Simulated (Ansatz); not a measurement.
# Response to strain in Sb2Te3

Start from Sb₂Te₃ in the Bi2Te3 type structure (space group R-3m, No. 166).

```yaml
crystal:
  lattice:
    - [2.10542, 1.21556, 9.73029]
    - [-2.10542, 1.21556, 9.73029]
    - [0.00000, -2.43113, 9.73029]
  atoms:
    - { symbol: Sb, position: [0.39962, 0.39962, 0.39962] }
    - { symbol: Sb, position: [0.60038, 0.60038, 0.60038] }
    - { symbol: Te, position: [0.00000, 0.00000, 0.00000] }
    - { symbol: Te, position: [0.20834, 0.20834, 0.20834] }
    - { symbol: Te, position: [0.79166, 0.79166, 0.79166] }
```

Cartesian axes are those of the cell as printed.

Strains are applied to the cell and any free atomic positions relax; under biaxial strain the out-of-plane vector relaxes too.

Calculations: Kohn–Sham DFT with the PBEsol-D3(BJ) functional, run in Ansatz (a first-principles code) with PAW and 420 eV plane waves, without spin-orbit coupling, earlier PAW set.

Notes on the quantities. energy relative to the base: free energy F; pressure: mean of the normal stresses, compression positive.

```csv
case,volume per atom,energy relative to the base,pressure
base,29.88 Å³,0 meV/atom,0.0 GPa
"biaxial strain +2.28 %, plane normal [001], relaxed out of plane",30.53 Å³,+6.9 meV/atom,-1.1 GPa
isotropic strain −2.45 %,27.74 Å³,+29 meV/atom,4.7 GPa
isotropic strain +3.67 %,33.30 Å³,+47 meV/atom,-3.8 GPa
```

A case with no gap was solved on a k-mesh chosen for an insulator, which is coarse for it. Stability against distortions was not tested. The final runs are not spin-polarised.
